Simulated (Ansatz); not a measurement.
A plane-wave DFT run in Ansatz 0.2.0 (scalar-relativistic PAW potentials unless the input names others): input and command.

```yaml
crystal:
  lattice:
    - [5.1821479163, 0.0, 0.0]
    - [-2.5910739581, 4.4878717417, 0.0]
    - [0.0, 0.0, 4.4191251033]
  atoms:
    - { symbol: S, position: [0.1632916984, 0.0, 0.3333333333] }
    - { symbol: S, position: [0.0, 0.1632916984, 0.6666666667] }
    - { symbol: S, position: [0.8367083016, 0.8367083016, 0.0] }
basis:
  ecutwfc: 420
kpoints:
  mp_grid: { grid: [6, 6, 6] }
hamiltonian:
  xc: pbe
scf:
  occupations: { method: gaussian, width: 0.02 }
  max_iter: 75
output:
  forces: true
  eigenvalues: true
  stress: true
magnetization:
  spin_polarized: true
  initial_magnetization: 7
```

```bash
ansatz run input.yaml --threads 4 --pin off --max-ram 8192MiB --backend cpu --events-out ev --progress --plain --runs-dir out
```

Abridged log:
```
Basis set: ecut = 420 eV, 2025 PW (Γ), exchange–correlation on 72×72×60 points (8 copies of the dense FFT grid, shifted against one another)
Bands: 17, of which v1, the nominal top of the filled ones, is band 9 counted from 1 (8 counted from 0)
Symmetry: 6 space group operations
k-points: 34 of 216 (time reversal used)
SCF iter   1: F=—  HF=-2690.837137 eV  |F-HF|=—  |Δ(HF+E_count)|=         —  Δρ=2.01e-2 (↑1.28e-2 ↓2.01e-2) dr2=2.46e-1  dr2_m=1.96e-1  M=7.000 μB ∫|m|=7.002 μB  β_m=1.00  ethr=1.37e-3  ⟨swp⟩=1.0  Hψ=8717  notcnv=0
spin=Collinear: Kerker preconditioning applied to the charge; magnetization (m = ρ↑ − ρ↓) channel mixes plain (no charge-response kernel on spin).
SCF iter   2: F=—  HF=-2702.593019 eV  |F-HF|=—  |Δ(HF+E_count)|=         —  Δρ=6.16e-2 (↑5.83e-2 ↓6.16e-2) dr2=6.66e-1  dr2_m=3.10e0  M=0.000 μB ∫|m|=0.412 μB  β_m=0.30  ethr=1.36e-3  ⟨swp⟩=2.5  Hψ=2618  notcnv=0  defer=1
Mixer restart at iter 2: flushing history
spin=Collinear: Resta preconditioning applied to the charge; magnetization (m = ρ↑ − ρ↓) channel mixes plain (no charge-response kernel on spin).
SCF iter   3: F=—  HF=-2704.360573 eV  |F-HF|=—  |Δ(HF+E_count)|=    1.77e0  Δρ=4.38e-2 (↑4.11e-2 ↓4.38e-2) dr2=3.55e-1  dr2_m=1.56e0  M=0.000 μB ∫|m|=0.291 μB  β_m=0.30  ethr=1.36e-3  ⟨swp⟩=3.0  Hψ=2242  notcnv=0  defer=27
SCF iter   4: F=—  HF=-2705.210716 eV  |F-HF|=—  |Δ(HF+E_count)|=   8.50e-1  Δρ=2.87e-2 (↑2.87e-2 ↓2.80e-2) dr2=5.58e-3  dr2_m=7.54e-1  M=0.000 μB ∫|m|=0.213 μB  β_m=0.30  ethr=1.36e-3  ⟨swp⟩=3.1  Hψ=2203  notcnv=0  defer=33
SCF iter   5: F=—  HF=-2705.636019 eV  |F-HF|=—  |Δ(HF+E_count)|=   4.25e-1  Δρ=2.01e-2 (↑2.01e-2 ↓2.00e-2) dr2=2.35e-3  dr2_m=3.79e-1  M=0.000 μB ∫|m|=0.159 μB  β_m=0.30  ethr=3.10e-5  ⟨swp⟩=2.5  Hψ=2585  notcnv=0  defer=103
SCF iter   6: F=—  HF=-2705.849325 eV  |F-HF|=—  |Δ(HF+E_count)|=   2.13e-1  Δρ=1.43e-2 (↑1.42e-2 ↓1.43e-2) dr2=2.15e-4  dr2_m=1.91e-1  M=0.000 μB ∫|m|=0.120 μB  β_m=0.30  ethr=1.31e-5  ⟨swp⟩=2.3  Hψ=2197  notcnv=0  defer=136
SCF iter   7: F=—  HF=-2705.954596 eV  |F-HF|=—  |Δ(HF+E_count)|=   1.05e-1  Δρ=1.02e-2 (↑1.01e-2 ↓1.02e-2) dr2=7.27e-5  dr2_m=9.70e-2  M=0.000 μB ∫|m|=0.091 μB  β_m=0.30  ethr=1.19e-6  ⟨swp⟩=3.8  Hψ=2720  notcnv=0  defer=136
SCF iter   8: F=—  HF=-2706.007492 eV  |F-HF|=—  |Δ(HF+E_count)|=   5.29e-2  Δρ=7.26e-3 (↑7.21e-3 ↓7.26e-3) dr2=9.30e-6  dr2_m=4.93e-2  M=0.000 μB ∫|m|=0.069 μB  β_m=0.30  ethr=4.04e-7  ⟨swp⟩=3.9  Hψ=2751  notcnv=0  defer=136
Mixer restart at iter 8: flushing history
spin-set hold released at iteration 8 (site moments contracting): the magnetisation degrees of freedom join the quasi-Newton model from the next iteration; the mixer history was flushed
SCF iter   9: F=—  HF=-2706.034189 eV  |F-HF|=—  |Δ(HF+E_count)|=   2.67e-2  Δρ=5.19e-3 (↑5.15e-3 ↓5.19e-3) dr2=6.37e-6  dr2_m=2.52e-2  M=0.000 μB ∫|m|=0.052 μB  β_m=0.65  ethr=5.16e-8  ⟨swp⟩=3.0  Hψ=2527  notcnv=0  defer=137
SCF iter  10: F=—  HF=-2706.061950 eV  |F-HF|=—  |Δ(HF+E_count)|=   2.78e-2  Δρ=2.09e-4 (↑2.09e-4 ↓2.03e-4) dr2=1.44e-7  dr2_m=3.99e-5  M=0.000 μB ∫|m|=0.006 μB  β_m=0.82  ethr=3.54e-8  ⟨swp⟩=4.4  Hψ=3243  notcnv=0  defer=147
SCF iter  11: F=—  HF=-2706.062128 eV  |F-HF|=—  |Δ(HF+E_count)|=   1.78e-4  Δρ=6.87e-5 (↑6.87e-5 ↓6.87e-5) dr2=2.47e-8  dr2_m=4.44e-6  M=0.000 μB ∫|m|=0.002 μB  β_m=0.91  ethr=7.98e-10  ⟨swp⟩=4.3  Hψ=2788  notcnv=0  defer=147
SCF iter  12: F=—  HF=-2706.062137 eV  |F-HF|=—  |Δ(HF+E_count)|=   9.06e-6  Δρ=5.62e-6 (↑5.62e-6 ↓5.38e-6) dr2=9.78e-10  dr2_m=2.83e-8  M=0.000 μB ∫|m|=0.000 μB  β_m=0.96  ethr=1.37e-10  ⟨swp⟩=11.5  Hψ=7025  notcnv=0
SCF iter  13: F=—  HF=-2706.062137 eV  |F-HF|=—  |Δ(HF+E_count)|=   6.08e-8  Δρ=6.51e-7 (↑5.99e-7 ↓6.51e-7) dr2=2.81e-10  dr2_m=3.20e-10  M=0.000 μB ∫|m|=0.000 μB  β_m=0.98  ethr=5.43e-12  ⟨swp⟩=4.0  Hψ=3181  notcnv=0
SCF iter  14: F=-2706.062137 eV  HF=-2706.062137 eV  |F-HF|=1.09e-11  |Δ(HF+E_count)|=  5.88e-10  Δρ=1.27e-7 (↑1.08e-7 ↓1.27e-7) dr2=3.43e-11  dr2_m=8.03e-12  M=0.000 μB ∫|m|=0.000 μB  ethr=1.56e-12  ⟨swp⟩=3.0  Hψ=2458  notcnv=0
SCF 1 converged in 14 iterations: F = -2706.062137 eV  dr2 = 3.43e-11
WARN: the starting moments were not kept: the SCF closed with an absolute magnetisation of 3.5e-6 μB, where they sum to 7 μB in size (3 sites). That is at most 0.1 of that sum. Measured as dr2_m measures the in/out step, that magnetisation stands 1.4e-12 eV from none, at or under the dr2_threshold of 1.0e-7 eV: it is no larger than a step whose dr2_m would equal this threshold. The system may hold no moment; this SCF shows only that its start led to no more than that. To try another start: raise the starting moments (crystal.atoms[].spin, magnetization.per_species, magnetization.initial_magnet ...
SCF converged after 14 iterations
Magnetization: 0.0000 μB (9.0000 up, 9.0000 down)
Absolute magnetization: 0.0000 μB (∫|ρ↑−ρ↓|, with the PAW one-centre terms)
Spin contamination: 0.0000 ħ² per cell (⟨S²⟩ above its minimum at these occupations)
Per-site moments (μB) at R_I (Å): [(-1.22144805e-8, 0.85716904), (-1.22144805e-8, 0.85716904), (-1.22144805e-8, 0.85716904)]
Free energy (F): -2706.062137 eV
Harris-Foulkes:  -2706.062137 eV  (|F-HF|=1.09e-11)
Internal energy: -2706.062137 eV  (E = F + TS)
E sigma→0 (E₀):  -2706.062137 eV
Fermi energy:    1.767846 eV
--- Forces (eV/Å), atoms counted from 1 ---
  atom   1  S      0.00069802     0.00000000     0.00000000
  atom   2  S     -0.00034901     0.00060450     0.00000000
  atom   3  S     -0.00034901    -0.00060450     0.00000000
--- Stress (GPa, compression-positive) ---
        0.017887       0.000000       0.000000
        0.000000       0.017887       0.000000
        0.000000       0.000000       0.016676
  P = ⅓ Tr σ = 0.0175 GPa (0.175 kbar)
```

Apart from outputs, empty bands and the relaxation, which only the reference makes, the input differs from a reference run on usual settings in magnetization: not typed → {"spin_polarized": true, "initial_magnetization": 7}; scf.max_iter: not typed → 75. The reference, at the same geometry, ended its own course with pressure 0.02 GPa, largest force 0.001 eV/Å, gap on the mesh 2.48 eV. This run converged in 14 SCF iterations with an energy at zero smearing within 0.01 meV/atom of the reference's, pressure 0.02 GPa, largest force 0.001 eV/Å, gap on the mesh 2.48 eV.